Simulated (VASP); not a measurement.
Input of a VASP 6.6.1 run:

The input INCAR:

```
SYSTEM = Zn
PREC = Accurate ; ENCUT = 520
EDIFF = 1E-6 ; ISMEAR = 0
SIGMA = 0.6 ; LREAL = .False.
LASPH = .True. ; NELM = 80
ALGO = Normal ; ISIF = 2
LWAVE = .False. ; LCHARG = .False.
GGA = PE ; NBANDS = 58
KPAR = 2
```

Contents of KPOINTS:

```
regular mesh
0
Gamma
  20 20 4
  0 0 0
```

File POSCAR:

```
Zn                                      
1.0
    2.6859310000      0.0000000000      0.0000000000
   -1.3429655000      2.3260845200      0.0000000000
    0.0000000000      0.0000000000     19.4829423733
  Zn            
     8
Direct
     0.0000000000000000    0.0000000000000000    0.0000000000000000
     0.3333330000000032    0.6666669999999968    0.1250000000000000
     0.0000000000000000    0.0000000000000000    0.2500000000000000
     0.3333330000000032    0.6666669999999968    0.3750000000000000
     0.0000000000000000    0.0000000000000000    0.5000000000000000
     0.3333330000000032    0.6666669999999968    0.6250000000000000
     0.0000000000000000    0.0000000000000000    0.7500000000000000
     0.3333330000000032    0.6666669999999968    0.8750000000000000
```

Potentials or basis: VASP PAW PBE potentials, release 64 (Zn).

The run is started by

```console
$ cat potpaw_PBE.64/Zn/POTCAR > POTCAR
$ mpirun -np 2 vasp_std > vasp.out
```

Question: Predict the band gap on the k mesh.

Answer: None (metal or under the smearing width).

Question: Predict the pressure.

Answer: 0.0 GPa.

Stress tensor (GPa, compression positive):
```
-0.25  0.00  0.00
 0.00 -0.25  0.00
 0.00  0.00  0.44
```
